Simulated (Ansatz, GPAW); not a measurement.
CdS: 3 runs at one level of theory

```xyz
2
Lattice="0.0000 2.9165 2.9165 2.9165 0.0000 2.9165 2.9165 2.9165 0.0000" Properties=species:S:1:pos:R:3 pbc="T T T"
Cd    0.0000    0.0000    0.0000
S     4.3748    4.3748    4.3748
```

Alike in all runs: task single point; functional PBE; k mesh 8 × 8 × 8; occupations gaussian, width 0.014 eV; no spin polarisation; no spin-orbit coupling. Pressure is positive in compression and, in plane waves, holds the error of the finite cutoff, which Ansatz's Pulay term estimates and takes out.

```csv
program and potentials,plane-wave cutoff (eV),notes,band gap (eV),pressure (GPa)
"Ansatz, Ansatz PAW",420,13 valence electrons an atom on average; Pulay term of +0.04 GPa included,1.15,2.85
"GPAW, GPAW PAW data sets (gpaw-data 1.2.1)",600,9 valence electrons an atom on average,1.13,2.60
"Ansatz, all-electron LAPW, scalar-relativistic",-,-,1.15,2.88
```

The band gap spans 1.13 (GPAW, GPAW PAW data sets (gpaw-data 1.2.1)) to 1.15 eV (Ansatz, all-electron LAPW, scalar-relativistic), with all-electron results at 1.15. The pressure spans 2.60 (GPAW, GPAW PAW data sets (gpaw-data 1.2.1)) to 2.88 GPa (Ansatz, all-electron LAPW, scalar-relativistic), with all-electron results at 2.88.

The functional is the same throughout but for its coding, so the spread measures potentials, basis and numerics; runs on potential files found faulty are left out.
